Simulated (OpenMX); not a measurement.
# Hf and the effect of the dispersion correction

Symmetry: P6_3/mmc, No. 194, hexagonal system. The conventional cell has a = 3.197 Å, b = 3.197 Å, c = 5.058 Å, α = 90.00°, β = 90.00°, γ = 120.00°. Hf (site symmetry -6m2) has 12 Hf at 3.13 to 3.20 Å as nearest neighbours.

Kept alike: task single point; functional PBE; k mesh 7 × 7 × 5; occupations fermi-dirac, width 0.05 eV; no spin polarisation. Program: OpenMX, OpenMX 2013 PBE set, Hf7.0-s3p2d2f1, grid cutoff 400 Ry. The mesh is that of the run's cell of 2 atoms. No spin-orbit coupling.

```csv
dispersion correction,pressure (GPa)
D3(zero),-2.77
D3(BJ),-2.63
D4,-0.79
none,0.71
```

Pressure is positive in compression. For a metal such a mesh leaves the last digits unconverged.

Q: What does the dispersion correction change here?

A: The pressure runs from -2.77 (D3(zero)) to 0.71 GPa (none). Dispersion terms mostly attract, so at fixed cell they lower the pressure.
